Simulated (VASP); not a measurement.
# I (C2/m) in VASP: single point with PBEsol

Aim: the single point of I with PBEsol.

Program: VASP 6.6.1. These are calculated values, not measurements. Logs are shortened: lines on timing, memory, paths and dates and some standing lists are left out, and cuts for length are marked.

## (1) The crystal as given

The structure is monoclinic, space group C2/m (No. 12). Conventional cell: a = 5.077 Å, b = 7.413 Å, c = 2.880 Å, α = 90.00°, β = 124.24°, γ = 90.00°. I (site symmetry 2/m) is surrounded by 2 I at 2.88 Å.

## (2) Single point, PBEsol

INCAR

```
SYSTEM = I
  PREC = Accurate
  ENCUT = 520
  EDIFF = 1E-6
  ISMEAR = -1
  SIGMA = 0.1
  LREAL = .FALSE.
  LASPH = .TRUE.
  NELM = 100
  ALGO = Normal
  ISIF = 2
  LWAVE = .FALSE.
  LCHARG = .FALSE.
  GGA = PS
  NBANDS = 10
```

KPOINTS

```
Automatic mesh
0
G
  7 7 11
  0 0 0
```

POSCAR

```
I
1.0
    2.5383470000     -3.7066250000      0.0000000000
    2.5383470000      3.7066250000      0.0000000000
   -1.6208750000      0.0000000000      2.3810980000
I
1
Direct
    0.5000000000      0.5000000000      0.5000000000
```

Potentials or basis: VASP PAW PBE potentials, release 64 (I).

Launch:

```sh
cat potpaw_PBE.64/I/POTCAR > POTCAR
mpirun -np 1 vasp_std > vasp.out
```

OUTCAR:

```text
SYSTEM = I
   PREC = Accurate
   ENCUT = 520
   EDIFF = 1E-6
   ISMEAR = -1
   LREAL = .FALSE.
   LASPH = .TRUE.
   NELM = 100
   ISIF = 2
   GGA = PS

 ion  position               nearest neighbor table
   1  0.500  0.500  0.500-

  LATTYP: Found a base centered monoclinic cell.
 ALAT       =     5.0766940000
 B/A-ratio  =     1.4602514944
 C/A-ratio  =     0.5673825625
 COS(beta)  =    -0.5627202612

  Lattice vectors:

 A1 = (   2.5383470000,  -3.7066250000,   0.0000000000)
 A2 = (   2.5383470000,   3.7066250000,   0.0000000000)
 A3 = (  -1.6208750000,   0.0000000000,   2.3810980000)

Analysis of symmetry for initial positions (statically):
=====================================================================
 Subroutine PRICEL returns:
 Original cell was already a primitive cell.

 Routine SETGRP: Setting up the symmetry group for a
 base centered monoclinic supercell.

 Subroutine GETGRP returns: Found  4 space group operations
 (whereof  4 operations were pure point group operations)
 out of a pool of  4 trial point group operations.

The static configuration has the point symmetry C_2h.

Analysis of symmetry for dynamics (positions and initial velocities):
=====================================================================
 Subroutine PRICEL returns:
 Original cell was already a primitive cell.

 Routine SETGRP: Setting up the symmetry group for a
 base centered monoclinic supercell.

 Subroutine GETGRP returns: Found  4 space group operations
 (whereof  4 operations were pure point group operations)
 out of a pool of  4 trial point group operations.

The dynamic configuration has the point symmetry C_2h.

 Subroutine INISYM returns: Found  4 space group operations
 (whereof  4 operations are pure point group operations),
 and found     1 'primitive' translations

----------------------------------------------------------------------------------------

                                     Primitive cell

  volume of cell :      44.8061

  direct lattice vectors                    reciprocal lattice vectors
     2.538347000 -3.706625000  0.000000000     0.196978585 -0.134893603  0.134088418
     2.538347000  3.706625000  0.000000000     0.196978585  0.134893603  0.134088418
    -1.620875000  0.000000000  2.381098000     0.000000000  0.000000000  0.419974314

  length of vectors
     4.492468629  4.492468629  2.880427651     0.273818463  0.273818463  0.419974314

  position of ions in fractional coordinates (direct lattice)
     0.500000000  0.500000000  0.500000000

  ion indices of the primitive-cell ions
   primitive index   ion index
                 1           1

----------------------------------------------------------------------------------------

 KPOINTS: Automatic mesh

Automatic generation of k-mesh.
 Grid dimensions read from file:
 generate k-points for:    7    7   11

 Generating k-lattice:

  Cartesian coordinates                     Fractional coordinates (reciprocal lattice)
     0.028139798 -0.019270515  0.019155488     0.142857143  0.000000000 -0.000000000
     0.028139798  0.019270515  0.019155488     0.000000000  0.142857143 -0.000000000
     0.000000000  0.000000000  0.038179483     0.000000000  0.000000000  0.090909091

  Length of vectors
     0.039116923  0.039116923  0.038179483

  Shift w.r.t. Gamma in fractional coordinates (k-lattice)
     0.000000000  0.000000000  0.000000000

 Subroutine IBZKPT returns following result:
 ===========================================

 Found    156 irreducible k-points:

 Following reciprocal coordinates:
            Coordinates               Weight
  0.000000  0.000000  0.000000      1.000000
  0.142857  0.000000  0.000000      4.000000
  0.285714 -0.000000 -0.000000      4.000000
  0.428571  0.000000  0.000000      4.000000
  0.142857  0.142857  0.000000      2.000000
  0.285714  0.142857  0.000000      4.000000
[... 16 lines left out ...]
 -0.142857 -0.000000  0.090909      4.000000
  0.142857  0.142857  0.090909      2.000000
 [... further k-points ...]
   k-points           NKPTS =    156   k-points in BZ     NKDIM =    156   number of bands    NBANDS=     10
   number of dos      NEDOS =    301   number of ions     NIONS =      1
   total plane-waves  NPLWV =  31104
   dimension x,y,z NGX =    36 NGY =   36 NGZ =   24
   dimension x,y,z NGXF=    72 NGYF=   72 NGZF=   48
   ions per type =               1
   NGX,Y,Z   is equivalent  to a cutoff of  13.32, 13.32, 13.85 a.u.
   NGXF,Y,Z  is equivalent  to a cutoff of  26.64, 26.64, 27.70 a.u.
 SYSTEM =  I
   PREC   = accura    normal or accurate (medium, high low for compatibility)
   ISTART =      0    job   : 0-new  1-cont  2-samecut
   ICHARG =      2    charge: 1-file 2-atom 10-const
   ISPIN  =      1    spin polarized calculation?
   LNONCOLLINEAR =      F non collinear calculations
   LSORBIT =      F    spin-orbit coupling
   LASPH  =      T    aspherical Exc in radial PAW
   ENCUT  =  520.0 eV  38.22 Ry    6.18 a.u.   8.35  8.35  5.36*2*pi/ulx,y,z
   NELM   =    100;   NELMIN=  2; NELMDL= -5     # of ELM steps
   EDIFF  = 0.1E-05   stopping-criterion for ELM
[... 8 lines left out ...]
   TEBEG  =    0.0;   TEEND  =   0.0 temperature during run
   PSTRESS=    0.0 pullay stress
   NELECT =       7.0000    total number of electrons
   NUPDOWN=      -1.0000    fix difference up-down
   EMIN   =  10.00;   EMAX   =-10.00  energy-range for DOS
   EFERMI =   0.00;   METHOD = LEGACY
   ISMEAR =    -1;   SIGMA  =   0.10  broadening in eV -4-tet -1-fermi 0-gaus
   EFERMI_NEDOS =   21; number of points for ismear=-14 and -15
   IALGO  =     38    algorithm
   IMIX   =      4    mixing-type and parameters
     AMIX     =   0.40;   BMIX     =  1.00
     AMIX_MAG =   1.60;   BMIX_MAG =  1.00
  volume/ion in A,a.u.               =      44.81       302.37
  Fermi-wavevector in a.u.,A,eV,Ry     =   0.881716  1.666201 10.577475  0.777422
  Thomas-Fermi vector in A             =   2.002249
   LORBIT       =      0    0 simple, 1 ext, 2 COOP (PROOUT), +10 PAW based schemes
   GGA     = PS    functional components
   LHFCALC =     F    Hartree Fock is set to
   AEXX    =    0.0000 exact exchange contribution
   IVDW    =     0    specifies the selected vdW correction
   LEPSILON=     F    determine dielectric tensor
   LRPA    =     F    only Hartree local field effects (RPA)
 non-spin polarized calculation
  energy-cutoff  :      520.00
  volume of cell :       44.81
 maximum number of plane-waves:      1223
 NGX is ok and might be reduce to    36
   NGX = 17   NGY = 17   NGZ = 11

 number of electron       7.0000000 magnetization

 Free energy of the ion-electron system (eV)
  ---------------------------------------------------
  ext. energy  EPLUGINS =         0.00000000
  ---------------------------------------------------
  free energy    TOTEN  =        -1.63188518 eV

  energy without entropy =       -1.60217692  energy(sigma->0) =       -1.61703105

 E-fermi :   2.0900     XC(G=0):  -7.9410

 val. band max:        2.0248704135   @ k =  -0.1429  -0.1429   0.4545
 cond. band min:       2.1147515438   @ k =   0.2857   0.1429   0.4545
 fundamental gap:      0.0898811303
 Fermi energy:         2.0899758720

 k-point     1 :       0.0000    0.0000    0.0000
  band No.  band energies     occupation
      1     -11.5500      2.00000
      2       0.5010      2.00000
      3       0.5272      2.00000
      4       6.0164      0.00000
      5       6.2355      0.00000
      6       9.8319      0.00000
      7      10.1359      0.00000
      8      12.6109      0.00000
      9      12.7346      0.00000
     10      17.7865      0.00000

 k-point     2 :       0.1429    0.0000    0.0000
  band No.  band energies     occupation
      1     -11.4996      2.00000
      2       0.0087      2.00000
      3       0.4053      2.00000
      4       6.0192      0.00000
      5       6.9490      0.00000
      6       9.3350      0.00000
      7      10.4172      0.00000
      8      12.7338      0.00000
      9      14.1221      0.00000
     10      18.0010      0.00000

 k-point     3 :       0.2857   -0.0000   -0.0000
  band No.  band energies     occupation
      1     -11.3817      2.00000
      2      -0.8936      2.00000
      3       0.1936      2.00000
      4       6.0258      0.00000
      5       7.4349      0.00000
      6       9.8132      0.00000
      7      11.8330      0.00000
      8      12.7372      0.00000
      9      16.9767      0.00000
     10      18.0857      0.00000

 k-point     4 :       0.4286    0.0000    0.0000
  band No.  band energies     occupation
      1     -11.2820      2.00000
      2      -1.4851      2.00000
      3       0.0380      2.00000
      4       6.0313      0.00000
      5       7.0914      0.00000
      6      11.8126      0.00000
      7      12.6934      0.00000
      8      13.9113      0.00000
      9      16.6807      0.00000
     10      17.3118      0.00000

 k-point     5 :       0.1429    0.1429    0.0000
  band No.  band energies     occupation
      1     -11.4122      2.00000
      2      -0.6486      2.00000
      3       0.1986      2.00000
      4       6.0494      0.00000
      5       7.9276      0.00000
      6       8.7300      0.00000
      7      11.6132      0.00000
      8      12.8507      0.00000
      9      16.1904      0.00000
     10      18.2582      0.00000

 k-point     6 :       0.2857    0.1429    0.0000
  band No.  band energies     occupation
      1     -11.3028      2.00000
      2      -1.2552      2.00000
      3      -0.1215      2.00000
      4       6.0464      0.00000
      5       7.9259      0.00000
      6       9.8957      0.00000
      7      12.6879      0.00000
      8      13.8921      0.00000
      9      16.7945      0.00000
     10      18.1417      0.00000

 k-point     7 :       0.4286    0.1429    0.0000
  band No.  band energies     occupation
      1     -11.2564      2.00000
      2      -1.4627      2.00000
      3      -0.2839      2.00000
      4       6.0124      0.00000
      5       7.7357      0.00000
      6      11.5755      0.00000
      7      12.3224      0.00000
      8      14.5700      0.00000
      9      15.8613      0.00000
     10      17.9184      0.00000

 k-point     8 :      -0.4286    0.1429    0.0000
  band No.  band energies     occupation
      1     -11.3118      2.00000
      2      -1.1785      2.00000
      3      -0.1723      2.00000
      4       5.9735      0.00000
      5       7.9623      0.00000
      6      10.0515      0.00000
      7      12.4274      0.00000
      8      13.7161      0.00000
      9      16.4716      0.00000
     10      18.3444      0.00000

 k-point     9 :      -0.2857    0.1429   -0.0000
  band No.  band energies     occupation
      1     -11.4227      2.00000
      2      -0.5683      2.00000
      3       0.1682      2.00000
      4       5.9587      0.00000
      5       7.9342      0.00000
      6       8.7768      0.00000
      7      11.6459      0.00000
      8      12.5519      0.00000
      9      15.9268      0.00000
     10      18.4491      0.00000
[... 118 lines left out ...]
 k-point    19 :       0.2857   -0.0000    0.0909
  band No.  band energies     occupation
      1     -11.1869      2.00000
      2      -1.1120      2.00000
      3       0.2076      2.00000
      4       4.7747      0.00000
      5       7.4652      0.00000
      6      10.7097      0.00000
      7      13.0312      0.00000
      8      14.0804      0.00000
      9      15.2881      0.00000
     10      16.5006      0.00000

 k-point    20 :       0.4286    0.0000    0.0909
  band No.  band energies     occupation
      1     -11.1301      2.00000
      2      -1.4203      2.00000
      3       0.1067      2.00000
      4       4.7623      0.00000
      5       7.2505      0.00000
      6      12.3853      0.00000
      7      13.6904      0.00000
      8      14.8350      0.00000
      9      15.0843      0.00000
     10      16.0261      0.00000

 k-point    21 :      -0.4286    0.0000    0.0909
  band No.  band energies     occupation
      1     -11.1845      2.00000
      2      -1.1185      2.00000
      3       0.1817      2.00000
      4       4.7430      0.00000
      5       7.4573      0.00000
      6      10.9264      0.00000
      7      13.0308      0.00000
      8      13.9748      0.00000
      9      15.3802      0.00000
     10      16.7648      0.00000

 k-point    22 :      -0.2857    0.0000    0.0909
  band No.  band energies     occupation
      1     -11.3039      2.00000
      2      -0.3415      2.00000
      3       0.3913      2.00000
      4       4.7316      0.00000
      5       7.6350      0.00000
      6       9.2971      0.00000
      7      11.2704      0.00000
      8      14.0663      0.00000
      9      15.5578      0.00000
     10      15.6882      0.00000

 k-point    23 :      -0.1429   -0.0000    0.0909
  band No.  band energies     occupation
      1     -11.3960      2.00000
      2       0.4398      2.00000
      3       0.6013      2.00000
      4       4.7367      0.00000
      5       6.6561      0.00000
      6       9.7215      0.00000
      7      10.3732      0.00000
      8      13.3284      0.00000
      9      14.1306      0.00000
     10      15.2245      0.00000

 k-point    24 :       0.1429    0.1429    0.0909
  band No.  band energies     occupation
      1     -11.2061      2.00000
      2      -0.9056      2.00000
      3       0.0940      2.00000
      4       4.7915      0.00000
      5       8.7077      0.00000
      6       8.7628      0.00000
      7      13.0478      0.00000
      8      14.2062      0.00000
      9      15.5290      0.00000
     10      15.9154      0.00000

 [... further k-points ...]
[... 5 lines left out ...]
  --------------------------------------------------------------------------------------
  -------------------------------------------------------------------------------------
  Total       -0.0966596     -0.0797265      0.0018911      0.0000000      0.0000000     -0.1384392
  in kB       -3.4563575     -2.8508632      0.0676213      0.0000000      0.0000000     -4.9503137
  external PRESSURE =      -2.0798664 kB  Pullay stress =       0.0000000 kB

 VOLUME and BASIS-vectors are now :
 -----------------------------------------------------------------------------
  energy-cutoff  :      520.00
  volume of cell :       44.81
      direct lattice vectors                 reciprocal lattice vectors
     2.538347000 -3.706625000  0.000000000     0.196978585 -0.134893603  0.134088418
     2.538347000  3.706625000  0.000000000     0.196978585  0.134893603  0.134088418
    -1.620875000  0.000000000  2.381098000     0.000000000  0.000000000  0.419974314

 POSITION                                       TOTAL-FORCE (eV/Angst)
 -----------------------------------------------------------------------------------
      1.72791      0.00000      1.19055         0.000000     -0.000000      0.000000
 -----------------------------------------------------------------------------------
    total drift:                                0.000000      0.000000      0.000000

  FREE ENERGIE OF THE ION-ELECTRON SYSTEM (eV)
  ---------------------------------------------------
  free  energy   TOTEN  =        -1.6318851775 eV

  energy  without entropy=       -1.6021769191  energy(sigma->0) =       -1.61703105
```

It took 41 s on 1 thread of Intel Xeon Platinum 8488C (Sapphire Rapids), shared host; peak memory 0.22 GiB.

What came out:

- Free energy: -1.6319 eV
- Pressure: -0.2 GPa
- Band gap on the k mesh: none (metal or under the smearing width)

Levels at points of the mesh, in eV from the Fermi level:
| k point | band 1 | band 2 | band 3 | band 4 | band 5 | band 6 | band 7 | band 8 |
| --- | --- | --- | --- | --- | --- | --- | --- | --- |
| (0.00, 0.00, 0.00) | -13.64 | -1.59 | -1.56 | 3.93 | 4.15 | 7.74 | 8.05 | 10.52 |

Caveat: the PAW data sets were made with another functional, which shifts forces and pressure a little; an odd number of electrons without spin polarisation forces a metal; a magnetic or distorted state may lie lower. Spin-orbit coupling is left out, which matters for the levels of I.
